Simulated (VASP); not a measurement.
# MoS2 in VASP: single point with PBEsol+D3(BJ)

Aim: the single point of MoS2 with PBEsol+D3(BJ).

Program: VASP 6.6.1. These are calculated values, not measurements. Logs are shortened: lines on timing, memory, paths and dates and some standing lists are left out, and cuts for length are marked.

### 1 The structure

The cell holds a sheet with vacuum, 3 atoms: a = 3.117 Å, b = 3.117 Å, c = 30.040 Å, α = 90.00°, β = 90.00°, γ = 120.00°.

The cell was built by a generator and needn't be a form met in nature.

### 2 Single point, PBEsol+D3(BJ)

INCAR reads:

```
SYSTEM = MoS2
  PREC = Accurate
  ENCUT = 520
  EDIFF = 1E-7
  ISMEAR = 0
  SIGMA = 0.03
  LREAL = .False.
  LASPH = .True.
  NELM = 100
  ALGO = Fast
  ISIF = 2
  LWAVE = .False.
  LCHARG = .False.
  LDIPOL = .True.
  IDIPOL = 3
  DIPOL = 0.5 0.5 0.285
  GGA = PS
  IVDW = 12
  NBANDS = 20
```

KPOINTS reads:

```
Automatic mesh
0
Gamma
  12 12 1
  0 0 0
```

POSCAR reads:

```
MoS2
1.0
    3.1167683730      0.0000000000      0.0000000000
   -1.5583841865      2.6992005887      0.0000000000
    0.0000000000      0.0000000000     30.0399999981
S Mo
2 1
Direct
    0.6666666667      0.3333333333      0.2328852660
    0.6666666667      0.3333333333      0.3370215250
    0.3333333333      0.6666666667      0.2849533955
```

Potentials or basis: VASP PAW PBE potentials, release 64 (S, Mo_sv).

On the command line:

```bash
> cat potpaw_PBE.64/S/POTCAR potpaw_PBE.64/Mo_sv/POTCAR > POTCAR
> mpirun -np 1 vasp_std > vasp.out
```

OUTCAR:

```text
SYSTEM = MoS2
   PREC = Accurate
   ENCUT = 520
   EDIFF = 1E-7
   ISMEAR = 0
   LREAL = .False.
   LASPH = .True.
   NELM = 100
   ISIF = 2
   GGA = PS
   IVDW = 12
 IVDW          = 12

 ion  position               nearest neighbor table
   1  0.667  0.333  0.233-   3 2.38   3 2.38   3 2.38
   2  0.667  0.333  0.337-   3 2.38   3 2.38   3 2.38
   3  0.333  0.667  0.285-   1 2.38   2 2.38   1 2.38   2 2.38   1 2.38   2 2.38

  LATTYP: Found a hexagonal cell.
 ALAT       =     3.1167683730
 C/A-ratio  =     9.6381881497

  Lattice vectors:

 A1 = (   3.1167683730,   0.0000000000,   0.0000000000)
 A2 = (  -1.5583841865,   2.6992005887,   0.0000000000)
 A3 = (   0.0000000000,   0.0000000000,  30.0399999981)

Analysis of symmetry for initial positions (statically):
=====================================================================
 Subroutine PRICEL returns:
 Original cell was already a primitive cell.

 Routine SETGRP: Setting up the symmetry group for a
 hexagonal supercell.

 Subroutine GETGRP returns: Found 12 space group operations
 (whereof  6 operations were pure point group operations)
 out of a pool of 24 trial point group operations.

The static configuration has the point symmetry C_3v.
 The point group associated with its full space group is D_3h.

Analysis of symmetry for dynamics (positions and initial velocities):
=====================================================================
 Subroutine PRICEL returns:
 Original cell was already a primitive cell.

 Routine SETGRP: Setting up the symmetry group for a
 hexagonal supercell.

 Subroutine GETGRP returns: Found 12 space group operations
 (whereof  6 operations were pure point group operations)
 out of a pool of 24 trial point group operations.

The dynamic configuration has the point symmetry C_3v.
 The point group associated with its full space group is D_3h.

 Subroutine INISYM returns: Found 12 space group operations
 (whereof  6 operations are pure point group operations),
 and found     1 'primitive' translations

----------------------------------------------------------------------------------------

                                     Primitive cell

  volume of cell :     252.7200

  direct lattice vectors                    reciprocal lattice vectors
     3.116768373  0.000000000  0.000000000     0.320845145  0.185240031  0.000000000
    -1.558384187  2.699200589  0.000000000     0.000000000  0.370480061  0.000000000
     0.000000000  0.000000000 30.039999998     0.000000000  0.000000000  0.033288948

  length of vectors
[... 88 lines left out ...]
   PSTRESS=    0.0 pullay stress
   NELECT =      26.0000    total number of electrons
   NUPDOWN=      -1.0000    fix difference up-down
   EMIN   =  10.00;   EMAX   =-10.00  energy-range for DOS
   EFERMI =   0.00;   METHOD = LEGACY
   ISMEAR =     0;   SIGMA  =   0.03  broadening in eV -4-tet -1-fermi 0-gaus
   EFERMI_NEDOS =   21; number of points for ismear=-14 and -15
   IALGO  =     68    algorithm
   IMIX   =      4    mixing-type and parameters
     AMIX     =   0.40;   BMIX     =  1.00
     AMIX_MAG =   1.60;   BMIX_MAG =  1.00
  volume/ion in A,a.u.               =      84.24       568.48
  Fermi-wavevector in a.u.,A,eV,Ry     =   0.767101  1.449611  8.006273  0.588444
  Thomas-Fermi vector in A             =   1.867585
   LORBIT       =      0    0 simple, 1 ext, 2 COOP (PROOUT), +10 PAW based schemes
   GGA     = PS    functional components
   LHFCALC =     F    Hartree Fock is set to
   AEXX    =    0.0000 exact exchange contribution
   IVDW    =    12    specifies the selected vdW correction
   LEPSILON=     F    determine dielectric tensor
   LRPA    =     F    only Hartree local field effects (RPA)
 non-spin polarized calculation
 RMM-DIIS sequential band-by-band and
 Gauss-broadening in eV      SIGMA  =   0.03
  energy-cutoff  :      520.00
  volume of cell :      252.72
 maximum number of plane-waves:      6854
 NGX is ok and might be reduce to    24
   NGX = 11   NGY = 11   NGZ =111

 dipolmoment           0.000000      0.000000     -0.000010 electrons x Angstroem

 number of electron      25.9999999 magnetization

 dipolmoment           0.000000      0.000000      0.000014 electrons x Angstroem

 Free energy of the ion-electron system (eV)
  ---------------------------------------------------
  ext. energy  EPLUGINS =         0.00000000
  ---------------------------------------------------
  free energy    TOTEN  =       -23.41914722 eV

  energy without entropy =      -23.41914722  energy(sigma->0) =      -23.41914722

 E-fermi :  -2.8941     XC(G=0):  -2.6466

 val. band max:       -3.2274824160   @ k =   0.3333   0.3333   0.0000
 cond. band min:      -1.3262400683   @ k =   0.3333   0.3333   0.0000
 fundamental gap:      1.9012423477
 Fermi energy:        -2.8941163262

 k-point     1 :       0.0000    0.0000    0.0000
  band No.  band energies     occupation
      1     -63.9106      2.00000
      2     -38.1411      2.00000
      3     -37.8447      2.00000
      4     -37.8447      2.00000
      5     -17.5331      2.00000
      6     -16.1754      2.00000
[... 426 lines left out ...]
     19       4.3904      0.00000
     20       6.4558      0.00000

------------------------ aborting loop because EDIFF is reached ----------------------------------------

 vacuum level on the upper side and lower side of the slab       (xc-potential included)        -0.008        -0.008

 Edisp (eV)   -0.74972

 E8    (eV) :    -0.4918

  FORCE on cell =-STRESS in cart. coord.  units (eV):
  Direction    XX          YY          ZZ          XY          YZ          ZX
  --------------------------------------------------------------------------------------
  -------------------------------------------------------------------------------------
  Total      -0.00522    -0.00522    -0.02699    -0.00000    -0.00000     0.00000
  in kB      -0.03311    -0.03311    -0.17108    -0.00000    -0.00000     0.00000
  external pressure =       -0.08 kB  Pullay stress =        0.00 kB

 VOLUME and BASIS-vectors are now :
 -----------------------------------------------------------------------------
  energy-cutoff  :      520.00
  volume of cell :      252.72
      direct lattice vectors                 reciprocal lattice vectors
     3.116768373  0.000000000  0.000000000     0.320845145  0.185240031  0.000000000
    -1.558384187  2.699200589  0.000000000     0.000000000  0.370480061  0.000000000
     0.000000000  0.000000000 30.039999998     0.000000000  0.000000000  0.033288948

 POSITION                                       TOTAL-FORCE (eV/Angst)
 -----------------------------------------------------------------------------------
      1.55838      0.89973      6.99587         0.000000     -0.000000      0.000540
      1.55838      0.89973     10.12413         0.000000     -0.000000     -0.000540
     -0.00000      1.79947      8.56000        -0.000000      0.000000     -0.000000
 -----------------------------------------------------------------------------------
    total drift:                                0.000000     -0.000000      0.000206

  FREE ENERGIE OF THE ION-ELECTRON SYSTEM (eV)
  ---------------------------------------------------
  free  energy   TOTEN  =       -24.1688640444 eV

  energy  without entropy=      -24.1688640444  energy(sigma->0) =      -24.16886404

 vacuum level on the upper side and lower side of the slab         2.673         2.673
```

OSZICAR:

```text
N       E                     dE             d eps       ncg     rms          rms(c)
DAV:   1     0.158066940333E+03    0.15807E+03   -0.12877E+04  1040   0.979E+02
DAV:   2    -0.117900311562E+02   -0.16986E+03   -0.16563E+03  1120   0.216E+02
DAV:   3    -0.246925043693E+02   -0.12902E+02   -0.12842E+02  1028   0.558E+01
[... 13 lines left out ...]
RMM:  17    -0.234190918630E+02   -0.21474E-04   -0.33492E-06   928   0.975E-03    0.182E-03
RMM:  18    -0.234191308921E+02   -0.39029E-04   -0.27871E-06   907   0.651E-03    0.425E-03
RMM:  19    -0.234191352830E+02   -0.43909E-05   -0.57250E-07   780   0.340E-03    0.277E-03
RMM:  20    -0.234191472081E+02   -0.11925E-04   -0.67664E-07   832   0.274E-03    0.128E-03
RMM:  21    -0.234191472231E+02   -0.14987E-07   -0.51856E-08   580   0.113E-03
   1 F= -.24168864E+02 E0= -.24168864E+02  d E =-.554719E-57
```

Wall time 3 min (1 thread of Intel Xeon Platinum 8488C (Sapphire Rapids), shared host); peak memory 0.39 GiB.

Results:

```yaml
Free_energy: -24.1689 eV
Band_gap_on_the_k_mesh: 1.90 eV, direct
Dispersion_energy_per_atom: -0.250 eV
```

Caveat: the PAW data sets were made with another functional, which shifts forces and pressure a little.
